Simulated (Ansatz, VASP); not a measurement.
# Ag in VASP and in Ansatz

The input INCAR:

```
ALGO     = Normal         # electronic algorithm
EDIFF    = 1E-7           # SCF threshold, eV
ENCUT    = 520            # plane-wave cutoff, eV
GGA      = PS             # functional
ISIF     = 2              # what is computed and relaxed
ISMEAR   = 0              # smearing method
LASPH    = T              # aspherical terms in the spheres
LCHARG   = F              # write CHGCAR
LREAL    = F              # projectors in reciprocal space
LWAVE    = F              # write WAVECAR
NBANDS   = 18             # bands
NELM     = 100            # most SCF steps
PREC     = Accurate       # precision mode
SIGMA    = 0.15           # smearing width, eV
```

The input KPOINTS:

```
k-points
0
Gamma
  9 9 5
```

File POSCAR:

```
Ag
1.0
    3.0245807383      0.0000000000      0.0000000000
   -1.5122903691      2.6193633081      0.0000000000
    0.0000000000      0.0000000000      4.9446217530
Ag
2
Direct
    0.3333333333      0.6666666667      0.2500000000
    0.6666666667      0.3333333333      0.7500000000
```

Input for Ansatz:

```yaml
crystal:
  lattice:
    - [3.024580738287156, 0.0, 0.0]
    - [-1.512290369143578, 2.6193633080852208, 0.0]
    - [0.0, 0.0, 4.944621753035999]
  atoms:
    - { symbol: Ag, position: [0.3333333333333333, 0.6666666666666666, 0.25] }
    - { symbol: Ag, position: [0.6666666666666666, 0.3333333333333333, 0.75] }
basis:
  ecutwfc: 500.0
kpoints:
  mp_grid:
    grid: [9, 9, 5]
hamiltonian:
  xc: pbesol
scf:
  occupations:
    method: gaussian
    width: 0.15
output:
  stress: true
```

This isn't the form of Ag at room conditions, which is fcc.

Alike in both runs: task single point; functional PBEsol; k mesh 9 × 9 × 5; occupations gaussian, width 0.15 eV; no spin polarisation.

```csv
,VASP,Ansatz
version,VASP 6.6.1,Ansatz 0.2.0
potentials or method,"VASP PAW PBE potentials, release 64 (Ag)","plane waves, PAW"
plane-wave cutoff (eV),520,500
valence electrons in the cell,22,38
```

```csv
,VASP,Ansatz,Ansatz less VASP
pressure (GPa),-12.3,-12.3,+0.05
largest component of the traceless stress (GPa),0.91,0.90,-0.002
```

The functional is the same, so the differences come from potentials, cutoffs and numerics. The two sets of potentials don't hold the same shells in valence.

Caveats: the PAW data sets were made with another functional, which shifts forces and pressure a little (VASP).
